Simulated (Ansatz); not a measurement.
Data:

ZnTe (zinc blende, space group No. 216), a = b = c = 5.995 Å, α = β = γ = 90.00°; the cell used has 2 atoms.

This is the LDA-relaxed structure.

### Question
All from DFT-LDA in the program Ansatz with PAW potentials, unless another level is named. Give the formation energy from the elements (no fitted shifts).

### Answer
-0.39 eV/atom.

### Question
What about the hole effective mass, band 1 of 3 at the edge?

### Answer
0.41 along [100], 2.6 along [110], 0.94 along [111] (mₑ).

### Question
Give the band gap.

### Answer
1.27 eV (direct).

### Question
What about the valence-band maximum?

### Answer
at Γ.

### Question
Predict the weight of the valence-edge state by species (Voronoi cells).

### Answer
Te 76 %, Zn 24 %.

Space group F-43m (zinc blende). The LDA relaxation kept the symmetry of its start; of distortions, only those at the zone centre were tested. The references are the lowest solids computed at this level, not always the standard phases. Scalar-relativistic: spin–orbit coupling is off unless named, which matters more the heavier the elements.

Potentials: the later of the program's two PAW sets.
